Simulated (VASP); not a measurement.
Input of a VASP 6.6.1 run:

Contents of INCAR:

```
  PREC = Accurate
  ENCUT = 520
  EDIFF = 1E-7
  ISMEAR = 0
  SIGMA = 0.02
  LREAL = F
  LASPH = T
  NELM = 100
  ALGO = Fast
  ISIF = 2
  LWAVE = F
  LCHARG = T
  GGA = PS
  LELF = T
  LVHAR = T
  NBANDS = 33
```

Contents of KPOINTS:

```
regular mesh
0
Gamma
  10 10 10
```

POSCAR

```
TiO2
1.0
   -1.8848870517      1.8848870517      4.7758984962
    1.8848870517     -1.8848870517      4.7758984962
    1.8848870517      1.8848870517     -4.7758984962
Ti O
2 4
Direct
    0.0000000000      0.0000000000      0.0000000000
    0.7500000000      0.2500000000      0.5000000000
    0.2075267121      0.2075267121      0.0000000000
    0.9575267121      0.4575267121      0.5000000000
    0.5424732879      0.0424732879      0.5000000000
    0.7924732879      0.7924732879      0.0000000000
```

Potentials or basis: VASP PAW PBE potentials, release 64 (Ti_sv, O).

Launch:

```console
$ cat potpaw_PBE.64/Ti_sv/POTCAR potpaw_PBE.64/O/POTCAR > POTCAR
$ mpirun -np 1 vasp_std > vasp.out
```

Predict the pressure.

0.7 GPa.

What does it give for the band gap on the k mesh?

2.10 eV, indirect (least direct gap 2.42 eV).

Stress tensor (GPa, compression positive):
```
0.65 0.00 0.00
0.00 0.65 0.00
0.00 0.00 0.74
```

Caveat: the PAW data sets were made with another functional, which shifts forces and pressure a little. A k mesh can miss the band edges.
